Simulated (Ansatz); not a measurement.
# Al2Ru: tests of the settings

An exercise on one series of results from a longer session: the logs are not shown, and one member is left open.

Program: Ansatz 0.2.0. Level of theory: DFT PBEsol, scalar-relativistic, plane waves, PAW. These are calculated values, not measurements.

1 further run of the same task is left out (set aside as unsound or not needed). Runs told in other sessions of the task aren't counted.

### The system as given

It takes space group I4/mmm (No. 139, tetragonal). Conventional cell: a = 3.121 Å, b = 3.121 Å, c = 8.444 Å, α = 90.00°, β = 90.00°, γ = 90.00°. Around Al (site symmetry 4mm) lie 5 Ru at 2.58 to 2.88 Å and 5 Al at 2.69 Å. Ru (site symmetry 4/mmm) is surrounded by 10 Al at 2.58 to 2.88 Å.

Coordinates:

```cif
data_structure
_symmetry_space_group_name_H-M 'I4/mmm'
_symmetry_Int_Tables_number 139
_cell_length_a 3.1208
_cell_length_b 3.1208
_cell_length_c 8.4436
_cell_angle_alpha 90.000
_cell_angle_beta 90.000
_cell_angle_gamma 90.000
_cell_volume 82.24
loop_
_atom_site_label
_atom_site_type_symbol
_atom_site_symmetry_multiplicity
_atom_site_Wyckoff_symbol
_atom_site_fract_x
_atom_site_fract_y
_atom_site_fract_z
_atom_site_occupancy
Al1 Al 4 e 0.50000 0.50000 0.15920 1
Ru1 Ru 2 a 0.00000 0.00000 0.00000 1
```

Source of the structure: the Materials Project (structure only). It is taken as it stands there.

### The base input

File input.yaml:

```yaml
crystal:
  lattice:
    - [-1.56042162, 1.56042162, 4.22180559]
    - [1.56042162, -1.56042162, 4.22180559]
    - [1.56042162, 1.56042162, -4.22180559]
  atoms:
    - { symbol: Al, position: [0.65920219, 0.65920219, 0.0] }
    - { symbol: Al, position: [0.34079781, 0.34079781, 0.0] }
    - { symbol: Ru, position: [0.0, 0.0, 0.0] }
basis:
  ecutwfc: 420
kpoints:
  mp_grid: { grid: [18, 18, 18] }
hamiltonian:
  xc: pbesol
scf:
  occupations: { method: gaussian, width: 0.1 }
output:
  forces: true
  stress: true
  eigenvalues: true
  populations: true
  write_density: true
  write_potential: true
  elf: true
  volumetric_format: npy
```

It was run beforehand and gave: -2289.1907 eV/atom at zero smearing, pressure -0.43 GPa, largest force 0.049 eV/Å, no gap on the mesh, in 6 SCF cycles and 11 s.

Set-up of the first run:

File input.yaml:

```yaml
crystal:
  lattice:
    - [-1.56042162, 1.56042162, 4.22180559]
    - [1.56042162, -1.56042162, 4.22180559]
    - [1.56042162, 1.56042162, -4.22180559]
  atoms:
    - { symbol: Al, position: [0.65920219, 0.65920219, 0.0] }
    - { symbol: Al, position: [0.34079781, 0.34079781, 0.0] }
    - { symbol: Ru, position: [0.0, 0.0, 0.0] }
basis:
  ecutwfc: 150
kpoints:
  mp_grid: { grid: [18, 18, 18] }
hamiltonian:
  xc: pbesol
scf:
  occupations: { method: gaussian, width: 0.1 }
output:
  forces: true
  stress: true
  eigenvalues: true
```

Command:

```console
$ ansatz run input.yaml --threads 1 --pin off --max-ram 2560MiB --backend cpu --events-out ev --progress --plain --runs-dir out
```

Steps of the session up to this table: Plane-wave cutoff: 150 eV; Plane-wave cutoff: 200 eV; Plane-wave cutoff: 250 eV; Plane-wave cutoff set to 300 eV; Plane-wave cutoff: 350 eV; Plane-wave cutoff set to 380 eV; Plane-wave cutoff: 460 eV; Plane-wave cutoff set to 520 eV; Plane-wave cutoff set to 600 eV; Plane-wave cutoff: 700 eV; Plane-wave cutoff set to 850 eV.

One of the session's tables, all rows but one given; the rest of the session is left out.

It belongs to the step «The sweep of the plane-wave cutoff side by side». 

```
cutoff (eV)  ΔE (meV/atom)  pressure (GPa)  largest change of a force component (eV/Å)
        150          15825           10.42                                       0.536
        200           3203           -3.52                                       0.502
        250            598            0.21                                       0.011
        300           84.3            0.49                                       0.022
        350           9.03           -0.38                                       0.002
        380              ?               ?                                           ?
        420           1.09           -0.43                                       0.000
        460           0.65           -0.43                                       0.000
        520           0.31           -0.44                                       0.000
        600           0.17           -0.44                                       0.000
        700           0.09           -0.44                                       0.000
        850           0.00           -0.44                                       0.000
```

Q: Estimate the row for cutoff (eV) = 380 from the others.

Worked estimate for «ΔE (meV/atom)». A straight line through the neighbours (350, 9.03) and (420, 1.09) gives 9.03 + (1.09 − 9.03) × (380 − 350) / (420 − 350) = 5.63; a parabola fitted to 4 rows on both sides gives -2.12.

**Answer.** ΔE (meV/atom): 2.77; pressure (GPa): -0.42; largest change of a force component (eV/Å): 0.001. In «ΔE (meV/atom)» the line misses by +2.86 and the parabola by -4.89. Between these rows the values bend or scatter more than so simple an estimate can follow.

To keep in mind: Warnings in the runs' records: cutoff below recommended.
